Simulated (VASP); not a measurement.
# W (Im-3m) in VASP: single point with PBE

Aim: the single point of W with PBE.

Program: VASP 6.6.1. These are calculated values, not measurements. Logs are shortened: lines on timing, memory, paths and dates and some standing lists are left out, and cuts for length are marked.

**1. The crystal as given**

Symmetry: Im-3m, No. 229, cubic system. Conventional cell: a = 3.165 Å, b = 3.165 Å, c = 3.165 Å, α = 90.00°, β = 90.00°, γ = 90.00°. Around W (site symmetry m-3m) lie 8 W at 2.74 Å.

**2. Single point, PBE, non-collinear spin, zero start, spin-orbit coupling**

Input file INCAR:

```
SYSTEM = W
ALGO     = Fast           ! electronic algorithm
EDIFF    = 1E-6           ! SCF threshold, eV
ENCUT    = 520            ! plane-wave cutoff, eV
GGA      = PE             ! functional
GGA_COMPAT= .False.      
ISIF     = 2              ! what is computed and relaxed
ISMEAR   = -1             ! smearing method
LASPH    = .True.         ! aspherical terms in the spheres
LCHARG   = .False.        ! write CHGCAR
LMAXMIX  = 4              ! l up to which the mixer works
LORBIT   = 11             ! projections on sites
LREAL    = .False.        ! projectors in reciprocal space
LSORBIT  = .True.         ! spin-orbit coupling
LWAVE    = .False.        ! write WAVECAR
MAGMOM   = 0 0 0          ! initial moments
NELM     = 60             ! most SCF steps
PREC     = Accurate       ! precision mode
SIGMA    = 0.1            ! smearing width, eV
```

Input file KPOINTS:

```
k-points
0
Gamma
  36 36 36
  0 0 0
```

Input file POSCAR:

```
W
1.0
   -1.5825000000      1.5825000000      1.5825000000
    1.5825000000     -1.5825000000      1.5825000000
    1.5825000000      1.5825000000     -1.5825000000
W
1
Direct
    0.0000000000      0.0000000000      0.0000000000
```

Potentials or basis: VASP PAW PBE potentials, release 64 (W_sv).

Run with:

```sh
> cat potpaw_PBE.64/W_sv/POTCAR > POTCAR
> mpirun -np 1 vasp_ncl > vasp.out
```

OUTCAR:

```text
SYSTEM = W
   EDIFF = 1E-6
   ENCUT = 520
   GGA = PE
   ISIF = 2
   ISMEAR = -1
   LASPH = .True.
   LORBIT = 11
   LREAL = .False.
   LSORBIT = .True.
   NELM = 60
   PREC = Accurate

 ion  position               nearest neighbor table
   1  0.000  0.000  0.000-

  LATTYP: Found a body centered cubic cell.
 ALAT       =     3.1650000000

  Lattice vectors:

 A1 = (  -1.5825000000,   1.5825000000,   1.5825000000)
 A2 = (   1.5825000000,  -1.5825000000,   1.5825000000)
 A3 = (   1.5825000000,   1.5825000000,  -1.5825000000)

Analysis of symmetry for initial positions (statically):
=====================================================================
 Subroutine PRICEL returns:
 Original cell was already a primitive cell.

 Routine SETGRP: Setting up the symmetry group for a
 body centered cubic supercell.

 Subroutine GETGRP returns: Found 48 space group operations
 (whereof 48 operations were pure point group operations)
 out of a pool of 48 trial point group operations.

The static configuration has the point symmetry O_h .

Analysis of symmetry for dynamics (positions and initial velocities):
=====================================================================
 Subroutine PRICEL returns:
 Original cell was already a primitive cell.

 Routine SETGRP: Setting up the symmetry group for a
 body centered cubic supercell.

 Subroutine GETGRP returns: Found 48 space group operations
 (whereof 48 operations were pure point group operations)
 out of a pool of 48 trial point group operations.

The dynamic configuration has the point symmetry O_h .

Analysis of structural, dynamic, and magnetic symmetry:
=====================================================================
 Subroutine PRICEL returns:
 Original cell was already a primitive cell.

 Routine SETGRP: Setting up the symmetry group for a
 body centered cubic supercell.

 Subroutine GETGRP returns: Found 48 space group operations
 (whereof 48 operations were pure point group operations)
 out of a pool of 48 trial point group operations.

The overall configuration has the point symmetry O_h .

 Subroutine INISYM returns: Found 48 space group operations
 (whereof 48 operations are pure point group operations),
 and found     1 'primitive' translations

----------------------------------------------------------------------------------------

                                     Primitive cell

  volume of cell :      15.8523

  direct lattice vectors                    reciprocal lattice vectors
    -1.582500000  1.582500000  1.582500000     0.000000000  0.315955766  0.315955766
     1.582500000 -1.582500000  1.582500000     0.315955766  0.000000000  0.315955766
     1.582500000  1.582500000 -1.582500000     0.315955766  0.315955766  0.000000000

  length of vectors
     2.740970403  2.740970403  2.740970403     0.446828930  0.446828930  0.446828930

  position of ions in fractional coordinates (direct lattice)
     0.000000000  0.000000000  0.000000000

  ion indices of the primitive-cell ions
   primitive index   ion index
                 1           1

----------------------------------------------------------------------------------------

 KPOINTS: k-points

Automatic generation of k-mesh.
 Grid dimensions read from file:
 generate k-points for:   36   36   36

 Generating k-lattice:

  Cartesian coordinates                     Fractional coordinates (reciprocal lattice)
     0.000000000  0.008776549  0.008776549     0.027777778  0.000000000  0.000000000
     0.008776549  0.000000000  0.008776549     0.000000000  0.027777778  0.000000000
     0.008776549  0.008776549  0.000000000     0.000000000  0.000000000  0.027777778

  Length of vectors
     0.012411915  0.012411915  0.012411915

  Shift w.r.t. Gamma in fractional coordinates (k-lattice)
     0.000000000  0.000000000  0.000000000

 Subroutine IBZKPT returns following result:
 ===========================================

 Found   1240 irreducible k-points:

 Following reciprocal coordinates:
            Coordinates               Weight
  0.000000  0.000000  0.000000      1.000000
  0.027778  0.000000  0.000000     12.000000
  0.055556  0.000000  0.000000     12.000000
  0.083333  0.000000  0.000000     12.000000
  0.111111  0.000000  0.000000     12.000000
  0.138889  0.000000  0.000000     12.000000
[... 16 lines left out ...]
  0.111111  0.027778 -0.000000     48.000000
  0.138889  0.027778 -0.000000     48.000000
 [... further k-points ...]
   k-points           NKPTS =   1240   k-points in BZ     NKDIM =   1240   number of bands    NBANDS=     22
   number of dos      NEDOS =    301   number of ions     NIONS =      1
   total plane-waves  NPLWV =   8000
   dimension x,y,z NGX =    20 NGY =   20 NGZ =   20
   dimension x,y,z NGXF=    40 NGYF=   40 NGZF=   40
   ions per type =               1
   NGX,Y,Z   is equivalent  to a cutoff of  12.13, 12.13, 12.13 a.u.
   NGXF,Y,Z  is equivalent  to a cutoff of  24.26, 24.26, 24.26 a.u.
 SYSTEM =  W
   PREC   = accura    normal or accurate (medium, high low for compatibility)
   ISTART =      0    job   : 0-new  1-cont  2-samecut
   ICHARG =      2    charge: 1-file 2-atom 10-const
   ISPIN  =      1    spin polarized calculation?
   LNONCOLLINEAR =      T non collinear calculations
   LSORBIT =      T    spin-orbit coupling
   LASPH  =      T    aspherical Exc in radial PAW
   ENCUT  =  520.0 eV  38.22 Ry    6.18 a.u.   5.10  5.10  5.10*2*pi/ulx,y,z
   NELM   =     60;   NELMIN=  2; NELMDL= -5     # of ELM steps
   EDIFF  = 0.1E-05   stopping-criterion for ELM
   LREAL  =      F    real-space projection
   EDIFFG = 0.1E-04   stopping-criterion for IOM
   NSW    =      0    number of steps for IOM
   IBRION =     -1    ionic relax: 0-MD 1-quasi-New 2-CG
   NFREE  =      0    steps in history (QN), initial steepest desc. (CG)
   ISIF   =      2    stress and relaxation
   ISYM   =      2    0-nonsym 1-usesym 2-fastsym
   POTIM  = 0.5000    time-step for ionic-motion
   TEBEG  =    0.0;   TEEND  =   0.0 temperature during run
   PSTRESS=    0.0 pullay stress
   NELECT =      14.0000    total number of electrons
   NUPDOWN=      -1.0000    fix difference up-down
   EMIN   =  10.00;   EMAX   =-10.00  energy-range for DOS
   EFERMI =   0.00;   METHOD = LEGACY
   ISMEAR =    -1;   SIGMA  =   0.10  broadening in eV -4-tet -1-fermi 0-gaus
   EFERMI_NEDOS =   21; number of points for ismear=-14 and -15
   IALGO  =     68    algorithm
   IMIX   =      4    mixing-type and parameters
     AMIX     =   0.40;   BMIX     =  1.00
     AMIX_MAG =   1.60;   BMIX_MAG =  1.00
  volume/ion in A,a.u.               =      15.85       106.98
  Fermi-wavevector in a.u.,A,eV,Ry     =   1.570678  2.968151 33.565967  2.467029
  Thomas-Fermi vector in A             =   2.672375
   LORBIT       =     11    0 simple, 1 ext, 2 COOP (PROOUT), +10 PAW based schemes
   GGA     = PE    functional components
   LHFCALC =     F    Hartree Fock is set to
   AEXX    =    0.0000 exact exchange contribution
   IVDW    =     0    specifies the selected vdW correction
   LEPSILON=     F    determine dielectric tensor
   LRPA    =     F    only Hartree local field effects (RPA)
 RMM-DIIS sequential band-by-band and
  energy-cutoff  :      520.00
  volume of cell :       15.85
 maximum number of plane-waves:       884
   NGX = 11   NGY = 11   NGZ = 11

 number of electron      14.0000000 magnetization       0.0000000      0.0000000      0.0000000

 number of electron      14.0000003 magnetization      -0.0000000     -0.0000000     -0.0000000

 number of electron      14.0000003 magnetization       0.0000000      0.0000000     -0.0000000

 number of electron      14.0000003 magnetization      -0.0000000     -0.0000000      0.0000000

 Free energy of the ion-electron system (eV)
  ---------------------------------------------------
  ext. energy  EPLUGINS =         0.00000000
  ---------------------------------------------------
  free energy    TOTEN  =       -13.77821056 eV

  energy without entropy =      -13.76351730  energy(sigma->0) =      -13.77086393

 E-fermi :  11.4558     XC(G=0): -13.6392

 val. band max:       11.4546061717   @ k =  -0.4722  -0.4722   0.0278
 cond. band min:      11.4585442877   @ k =  -0.2222   0.2500   0.1111
 fundamental gap:      0.0039381161
 Fermi energy:        11.4558473455

 k-point     1 :       0.0000    0.0000    0.0000
  band No.  band energies     occupation
      1     -62.7459      1.00000
      2     -62.7459      1.00000
      3     -32.4113      1.00000
      4     -32.4113      1.00000
      5     -23.4014      1.00000
      6     -23.4014      1.00000
[... 14 lines left out ...]
     21      25.9628      0.00000
     22      25.9628      0.00000

 k-point     2 :       0.0278    0.0000    0.0000
  band No.  band energies     occupation
      1     -62.7449      1.00000
      2     -62.7449      1.00000
      3     -32.4142      1.00000
      4     -32.4142      1.00000
      5     -23.4114      1.00000
      6     -23.4114      1.00000
[... 14 lines left out ...]
     21      26.0067      0.00000
     22      26.0359      0.00000

 k-point     3 :       0.0556    0.0000    0.0000
  band No.  band energies     occupation
      1     -62.7419      1.00000
      2     -62.7419      1.00000
      3     -32.4226      1.00000
      4     -32.4226      1.00000
      5     -23.4409      1.00000
      6     -23.4409      1.00000
[... 14 lines left out ...]
     21      26.1121      0.00000
     22      26.1665      0.00000
[... 476 lines left out ...]
 k-point    23 :       0.1111    0.0278   -0.0000
  band No.  band energies     occupation
      1     -62.7257      1.00000
      2     -62.7257      1.00000
      3     -32.4679      1.00000
      4     -32.4679      1.00000
      5     -23.5961      1.00000
      6     -23.5961      1.00000
[... 14 lines left out ...]
     21      26.5292      0.00000
     22      26.5328      0.00000

 k-point    24 :       0.1389    0.0278   -0.0000
  band No.  band energies     occupation
      1     -62.7168      1.00000
      2     -62.7168      1.00000
      3     -32.4928      1.00000
      4     -32.4928      1.00000
      5     -23.6793      1.00000
      6     -23.6793      1.00000
[... 14 lines left out ...]
     21      26.6896      0.00000
     22      26.6919      0.00000

 [... further k-points ...]

------------------------ aborting loop because EDIFF is reached ----------------------------------------

  FORCE on cell =-STRESS in cart. coord.  units (eV):
  Direction    XX          YY          ZZ          XY          YZ          ZX
  --------------------------------------------------------------------------------------
  -------------------------------------------------------------------------------------
  Total        0.7026866      0.7026866      0.7026866      0.0000000      0.0000000      0.0000000
  in kB       71.0200717     71.0200717     71.0200717      0.0000000      0.0000000      0.0000000
  external PRESSURE =      71.0200717 kB  Pullay stress =       0.0000000 kB

 VOLUME and BASIS-vectors are now :
 -----------------------------------------------------------------------------
  energy-cutoff  :      520.00
  volume of cell :       15.85
      direct lattice vectors                 reciprocal lattice vectors
    -1.582500000  1.582500000  1.582500000     0.000000000  0.315955766  0.315955766
     1.582500000 -1.582500000  1.582500000     0.315955766  0.000000000  0.315955766
     1.582500000  1.582500000 -1.582500000     0.315955766  0.315955766  0.000000000

 POSITION                                       TOTAL-FORCE (eV/Angst)
 -----------------------------------------------------------------------------------
      0.00000      0.00000      0.00000        -0.000000      0.000000      0.000000
 -----------------------------------------------------------------------------------
    total drift:                                0.000000     -0.000000      0.000000

  FREE ENERGIE OF THE ION-ELECTRON SYSTEM (eV)
  ---------------------------------------------------
  free  energy   TOTEN  =       -13.7782105588 eV

  energy  without entropy=      -13.7635172956  energy(sigma->0) =      -13.77086393

 Spin-Orbit-Coupling matrix elements

 Ion:    1  E_soc:     -1.6293777
 l=   1
     0.0000000    -0.2285448    -0.2285448
    -0.2285448     0.0000000    -0.2285448
    -0.2285448    -0.2285448     0.0000000
 l=   2
     0.0000000    -0.0111789     0.0000000    -0.0111789    -0.0318393
    -0.0111789     0.0000000    -0.0238795    -0.0111789    -0.0079598
     0.0000000    -0.0238795     0.0000000    -0.0238795     0.0000000
    -0.0111789    -0.0111789    -0.0238795     0.0000000    -0.0079598
    -0.0318393    -0.0079598     0.0000000    -0.0079598     0.0000000
 l=   3
     0.0000000     0.0000000     0.0000000     0.0000000     0.0000000     0.0000000     0.0000000
     0.0000000     0.0000000     0.0000000     0.0000000     0.0000000     0.0000000     0.0000000
     0.0000000     0.0000000     0.0000000     0.0000000     0.0000000     0.0000000     0.0000000
     0.0000000     0.0000000     0.0000000     0.0000000     0.0000000     0.0000000     0.0000000
     0.0000000     0.0000000     0.0000000     0.0000000     0.0000000     0.0000000     0.0000000
     0.0000000     0.0000000     0.0000000     0.0000000     0.0000000     0.0000000     0.0000000
     0.0000000     0.0000000     0.0000000     0.0000000     0.0000000     0.0000000     0.0000000

 total charge

# of ion       s       p       d       tot
------------------------------------------
    1        2.402   6.346   3.362  12.111

 magnetization (x)

# of ion       s       p       d       tot
------------------------------------------
    1        0.000   0.000   0.000   0.000

 magnetization (y)

# of ion       s       p       d       tot
------------------------------------------
    1        0.000  -0.000  -0.000  -0.000

 magnetization (z)

# of ion       s       p       d       tot
------------------------------------------
    1        0.000   0.000  -0.000   0.000
```

It took 6.9 min on 1 thread of Intel Xeon 6975P-C (Granite Rapids), shared host; peak memory 0.62 GiB.

What came out:

```yaml
Free_energy: -13.7782 eV
Pressure: 7.1 GPa
Net_moment: 0.00 μB per cell
Valence_electrons_inside_the_program's_atomic_spheres: W 12.11
```

Moments on the atoms (μB; x, y, z):
```
W   0.00 0.00 0.00
```
